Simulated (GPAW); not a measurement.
# Fe (I4/mmm) in GPAW: single point with PBE

Aim: the single point of Fe with PBE.

Everything below comes from runs of GPAW 26.7.0. Logs are shortened: lines on timing, memory, paths and dates and some standing lists are left out, and cuts for length are marked. The log counts tension as positive stress, the text compression.

### Step 1. The cell of the first run

Symmetry: I4/mmm, No. 139, tetragonal system. Conventional cell: a = 2.886 Å, b = 2.886 Å, c = 3.001 Å, α = 90.00°, β = 90.00°, γ = 90.00°. Fe (site symmetry 4/mmm) is surrounded by 12 Fe at 2.53 to 2.89 Å.

### Step 2. Single point, PBE, collinear spin, ferromagnetic start (strain = 0.04)

run.py reads:

```python
from ase.dft.bandgap import bandgap
from ase.io import read, write
from ase.units import Bohr, GPa
from gpaw import GPAW, PW
from gpaw.elf import elf_from_dft_calculation

atoms = read('Fe.xyz')
atoms.set_initial_magnetic_moments([3.0])

calc = GPAW(mode=PW(600),
            xc='PBE',
            kpts={'size': (10, 10, 10), 'gamma': True},
            occupations={'name': 'fermi-dirac', 'width': 0.05},
            nbands=12,
            convergence={'density': 1e-05, 'energy': 1e-05},
            maxiter=150,
            txt='gpaw.txt')
atoms.calc = calc
energy = atoms.get_potential_energy()
forces = atoms.get_forces()
stress = atoms.get_stress()
calc.write('gs.gpw')
write('result.traj', atoms)
print(f'Energy: {energy:.6f} eV')
print('Forces (eV/A):')
print(forces.round(4))
print('Stress (GPa):', (stress / GPa).round(3))
print('Moments:', calc.get_magnetic_moments().round(3))
print('Fermi level:', round(calc.get_fermi_level(), 4), 'eV')
print(f'Gap: {bandgap(calc)[0]:.4f} eV, direct: {bandgap(calc, direct=True)[0]:.4f} eV')

# fields on the real-space grid
write('density.cube', atoms, data=calc.get_pseudo_density() * Bohr**3)
write('potential.cube', atoms, data=calc.get_electrostatic_potential())
write('spin.cube', atoms, data=(calc.get_pseudo_density(spin=0) - calc.get_pseudo_density(spin=1)) * Bohr**3)
write('elf.cube', atoms, data=elf_from_dft_calculation(calc).data)
```

Fe.xyz reads:

```xyz
1
Lattice="-1.4430000000 1.4430000000 1.5007200000 1.4430000000 -1.4430000000 1.5007200000 1.4430000000 1.4430000000 -1.5007200000" Properties=species:S:1:pos:R:3 pbc="T T T"
Fe     0.0000000000      0.0000000000      0.0000000000
```

Potentials or basis: GPAW PAW data sets (gpaw-data 1.2.1), pw.

Run with:

```console
OMP_NUM_THREADS=1 python run.py
```

gpaw.txt:

```text
__  _  _
 | _ |_)|_||  |
 |__||  | ||/\| - 26.7.0

Input parameters:
  mode=PW(ecut=600.0),
  convergence={'density': 1e-05, 'energy': 1e-05},
  kpts=MonkhorstPack(size=(10, 10, 10), gamma=True),
  maxiter=150,
  nbands=12,
  occupations=Occupations(name='fermi-dirac', width=0.05),
  xc=XC(name='PBE')

Diagonalizing LCAO Hamiltonian
Converting LCAO to pw mode

       Fe

Atoms  # Å, Bohr magnetons
|   | symbol |        x |        y |        z |    initial magnetic moments |
|---|--------|----------|----------|----------|-----------------------------|
| 0 |     Fe | 0.000000 | 0.000000 | 0.000000 | ( 0.0000,  0.0000,  3.0000) |

Unit cell  # Å
| periodic |         x |         y |         z |  lengths |     angles |
|----------|-----------|-----------|-----------|----------|------------|
|      yes | -1.443000 |  1.443000 |  1.500720 | 2.533112 | 110.547666 |
|      yes |  1.443000 | -1.443000 |  1.500720 | 2.533112 | 110.547666 |
|      yes |  1.443000 |  1.443000 | -1.500720 | 2.533112 | 107.339139 |

Number of symmetries: 16
Symmetry operations  # r_c * U_cc + t_c -> r_c
|    | kind |            matrix            |
|----|------|------------------------------|
|  0 |  σ   |  1, 1, 1,  0, 0,-1,  0,-1, 0 |
|  1 |  C4  |  1, 1, 1,  0, 0,-1, -1, 0, 0 |
|  2 |  E   |  1, 0, 0,  0, 1, 0,  0, 0, 1 |
|  3 |  σ   |  1, 0, 0,  0, 1, 0, -1,-1,-1 |
|  4 |  σ   |  0, 1, 0,  1, 0, 0,  0, 0, 1 |
|  5 |  C2  |  0, 1, 0,  1, 0, 0, -1,-1,-1 |
|  6 |  C2  |  0, 0, 1, -1,-1,-1,  1, 0, 0 |
|  7 |  S4  |  0, 0, 1, -1,-1,-1,  0, 1, 0 |
|  8 |  C4  |  0, 0,-1,  1, 1, 1,  0,-1, 0 |
|  9 |  σ   |  0, 0,-1,  1, 1, 1, -1, 0, 0 |
| 10 |  σ   |  0,-1, 0, -1, 0, 0,  1, 1, 1 |
| 11 |  C2  |  0,-1, 0, -1, 0, 0,  0, 0,-1 |
| 12 |  C2  | -1, 0, 0,  0,-1, 0,  1, 1, 1 |
| 13 |  i   | -1, 0, 0,  0,-1, 0,  0, 0,-1 |
| 14 |  S4  | -1,-1,-1,  0, 0, 1,  1, 0, 0 |
| 15 |  C2  | -1,-1,-1,  0, 0, 1,  0, 1, 0 |

BZ-sampling:
  Number of BZ points: 1000
  Number of IBZ points: 102

  Monkhorst-Pack size: [10, 10, 10]
  Monkhorst-Pack shift: [0.05, 0.05, 0.05]

K-points  # in reciprocal-cell coordinates
|     |                                coordinates |     weight |
|-----|--------------------------------------------|------------|
|   0 | (  0.00000000,   0.00000000,   0.00000000) | 0.00100000 |
|   1 | (  0.10000000,  -0.10000000,   0.00000000) | 0.00400000 |
|   2 | (  0.10000000,  -0.10000000,   0.10000000) | 0.00400000 |
|   3 | (  0.10000000,   0.00000000,   0.00000000) | 0.00800000 |
|   4 | (  0.10000000,   0.10000000,  -0.10000000) | 0.00200000 |
|   5 | (  0.20000000,  -0.20000000,   0.00000000) | 0.00400000 |
|   6 | (  0.20000000,  -0.20000000,   0.10000000) | 0.00800000 |
|   7 | (  0.20000000,  -0.20000000,   0.20000000) | 0.00400000 |
|   8 | (  0.20000000,  -0.10000000,   0.00000000) | 0.01600000 |
|   9 | (  0.20000000,  -0.10000000,   0.10000000) | 0.00800000 |
| ... |                                            |            |
| 101 | (  0.50000000,   0.50000000,   0.50000000) | 0.00100000 |

Plane wave coefficients: 434
Cutoff: 600.0 eV

Spin-components: 2 (collinear spins)
Bands:           12
Projectors:      6
Spin-degeneracy: 1
Datatype:        complex128

Parallelization:
  kpt:    1
  domain: 1
  band:   1

Density:
  Valence electrons: 8.0
  Components: 2
  Grid points: [15 15 15]
  Charge: 0.0  # |e|

Potential:
  Grid points: [15 15 15]

species:
  Fe:
    name:    Iron
    Z:       26.0
    valence: 8
    core:    18
    charge:  0.0  # [|e|]
    compensation charges:
      type: gauss
      rc: 0.33  # [Å]
      lmax: 2
    cutoffs:
      filter: 2.06  # [Å]
      core: 2.67  # [Å]
    projectors
    | kind |    occ | energy [eV] | rcut [Å] |
    |------|--------|-------------|----------|
    |   4s |  2.000 |      -5.291 |    1.164 |
    |   4p |  0.000 |      -1.326 |    1.058 |
    |   3d |  6.000 |      -7.505 |    1.058 |
    |    s |        |      21.920 |    1.164 |
    |    p |        |      25.885 |    1.058 |
    |    d |        |      19.706 |    1.058 |

    Using partial waves for Fe as LCAO basis

Reference energy: -34619.454600  # eV

eigensolver:
  PPCG
  Converge bands: occupied
  niter=2

density mixing:
  MSR1-Mixer
  Pratt-step length: 0.05
  Maximum mixing coefficient: 0.75
  Old densities: 10
  SVD Regularization: 0.005
  Good broyden scale: 1.0
  Trust region scale: 1.0
  Backstep threshold: 4.0
  History deletion threshold: 6.0
  Fourier metric: weight=20.0, sigma=0.015

occupation numbers:
  Fermi-Dirac:
    width: 0.0500  # eV

poisson solver:
  ecut: 4800.0  # eV

xc functional:
  name: PBE with 2 nearest neighbor stencil

convergence criteria:
- Maximum integral of absolute [dens]ity change: 1e-05 electrons / valence electron
- Maximum [total energy] change in last 3 cyles: 1e-05 eV / valence electron
- Maximum integral of absolute [eigenst]ate change: 4e-08 eV^2 / valence electron
maximum number of iterations: 150

SCF iterations
|iter     | |      energy | eigst |  dens |  magmom |
|---------|-|-------------|-------|-------|---------|
|iter:   1| |   -8.855916 | +0.06 |       |  +3.0053|
|iter:   2| |   -8.858233 | -2.18 | -1.07 |  +2.9851|
|iter:   3| |   -8.910483 | -2.60 | -1.11 |  +2.8208|
|iter:   4| |   -8.945682 | -3.19 | -1.35 |  +2.6958|
|iter:   5| |   -8.970878 | -2.98 | -1.51 |  +2.4955|
|iter:   6| |   -8.973702 | -4.39 | -1.90 |  +2.4337|
|iter:   7| |   -8.975894 | -4.02 | -2.09 |  +2.3276|
|iter:   8| |   -8.976171 | -4.71 | -2.42 |  +2.2940|
|iter:   9| |   -8.976247 | -5.31 | -2.72 |  +2.3003|
|iter:  10| |   -8.976248c| -6.63 | -3.42 |  +2.3026|
|iter:  11| |   -8.976248c| -8.11c| -4.12 |  +2.3028|
|iter:  12| |   -8.976248c| -7.67c| -4.64 |  +2.3029|
|iter:  13| |   -8.976248c| -8.75c| -5.59c|  +2.3029|

Converged in 13 steps
Energy contributions relative to reference atoms: (reference = -34619.454600)

Energy contributions:
  Kinetic:           4.539142
  Coulomb:          -3.929405
  Zero:              0.057067
  External:          0.000000
  Xc:               -9.638406
  Entropy:          -0.009294
  Spinorbit:         0.000000
  ----------------------------
  Free energy:      -8.980895
  Extrapolated:     -8.976248

dipole moment: (-3.529629, -3.529629, -3.670814)  # |e|*Ang

Total magnetic moment: (0.000000, 0.000000, 2.302935)

Local magnetic moments
|        x |        y |        z |
|----------|----------|----------|
| 0.000000 | 0.000000 | 2.360669 |  # Fe   0

Fermi level: 8.780
Eigenvalues  # (at kpt = [0.000, 0.000, 0.000])
| band index |      eig [eV] | occ [0-1] |      eig [eV] | occ [0-1] |
|------------|---------------|-----------|---------------|-----------|
|          0 |         0.834 |     1.000 |         0.934 |     1.000 |
|          1 |         6.617 |     1.000 |         8.636 |     0.947 |
|          2 |         6.617 |     1.000 |         8.636 |     0.947 |
|          3 |         6.765 |     1.000 |         8.900 |     0.083 |
|          4 |         7.611 |     1.000 |        10.409 |     0.000 |
|          5 |         7.782 |     1.000 |        10.701 |     0.000 |
|          6 |        32.292 |     0.000 |        31.879 |     0.000 |
|          7 |        33.065 |     0.000 |        32.693 |     0.000 |
|          8 |        33.065 |     0.000 |        32.693 |     0.000 |
|          9 |        34.372 |     0.000 |        36.160 |     0.000 |
|         10 |        34.383 |     0.000 |        36.164 |     0.000 |
|         11 |        34.384 |     0.000 |        37.144 |     0.000 |

No gap
No difference between direct/indirect transitions

Forces  # eV/Ang
|       x |       y |       z |
|---------|---------|---------|
| 0.00000 | 0.00000 | 0.00000 |  # Fe   0

Stress tensor  # eV/Ang^3
|         x |         y |         z |
|-----------|-----------|-----------|
|  0.078987 | -0.000000 | -0.000000 |
| -0.000000 |  0.078987 | -0.000000 |
| -0.000000 | -0.000000 |  0.090541 |

# Writing to gs.gpw (mode='')
```

Run time: 27 s. Hardware: 1 thread of Arm Neoverse V1, shared host; peak memory 0.15 GiB.

Results:

```yaml
Free_energy: -8.9809 eV
Pressure: -13.3 GPa
Band_gap_on_the_k_mesh: none (metal or under the smearing width)
Net_moment: 2.30 μB per cell
Site_moments: Fe +2.36 μB
```

Levels at points of the mesh, in eV from the Fermi level:
Spin up:
```csv
k point,band 2,band 3,band 4,band 5,band 6,band 7,band 8
"(0.00, 0.00, 0.00)",-2.16,-2.16,-2.02,-1.17,-1.00,23.51,24.28
"(0.50, 0.00, 0.50)",-2.98,-1.15,-0.88,0.21,0.41,6.43,17.78
"(0.50, 0.50, 0.00)",-3.20,-0.90,-0.84,0.27,0.70,6.82,16.92
"(0.50, 0.50, 0.50)",-4.28,-0.07,0.03,0.03,8.30,9.71,9.71
```
Spin down:
| k point | band 1 | band 2 | band 3 | band 4 | band 5 | band 6 |
| --- | --- | --- | --- | --- | --- | --- |
| (0.00, 0.00, 0.00) | -7.85 | -0.14 | -0.14 | 0.12 | 1.63 | 1.92 |
| (0.50, 0.00, 0.50) | -3.13 | -1.10 | 0.40 | 1.52 | 2.01 | 2.61 |
| (0.50, 0.50, 0.00) | -3.09 | -1.41 | 0.71 | 1.83 | 2.06 | 2.63 |
| (0.50, 0.50, 0.50) | -2.45 | -2.38 | 2.34 | 2.35 | 2.35 | 8.51 |

Caveat: the density grid can change from cell to cell, which puts small steps into energies and stress.
